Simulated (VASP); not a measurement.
Input of a VASP 6.6.1 run:

File INCAR:

```
SYSTEM = Si
  PREC = Accurate
  ENCUT = 520
  EDIFF = 1E-7
  ISMEAR = -1
  SIGMA = 0.05
  LREAL = .False.
  LASPH = .True.
  NELM = 100
  ALGO = Normal
  ISIF = 2
  LWAVE = .False.
  LCHARG = .True.
  GGA = PS
  LELF = .True.
  LVHAR = .True.
  NBANDS = 11
```

Contents of KPOINTS:

```
Automatic mesh
0
Gamma
  11 11 11
  0 0 0
```

File POSCAR:

```
Si
1.0
    0.0000000000      2.7164722440      2.7164722440
    2.7164722440      0.0000000000      2.7164722440
    2.7164722440      2.7164722440      0.0000000000
Si
2
Direct
    0.5000000000      0.5000000000      0.5000000000
    0.7500000000      0.7500000000      0.7500000000
```

Potentials or basis: VASP PAW PBE potentials, release 64 (Si).

Command:

```bash
$ cat potpaw_PBE.64/Si/POTCAR > POTCAR
$ mpirun -np 1 vasp_std > vasp.out
```

Question: What does it give for the band gap on the k mesh?

Answer: 0.48 eV, indirect (least direct gap 2.52 eV).

Question: Predict the pressure.

Answer: 0.1 GPa.

Caveat: the PAW data sets were made with another functional, which shifts forces and pressure a little; an odd mesh through Γ misses points on the zone boundary, where band edges often lie.
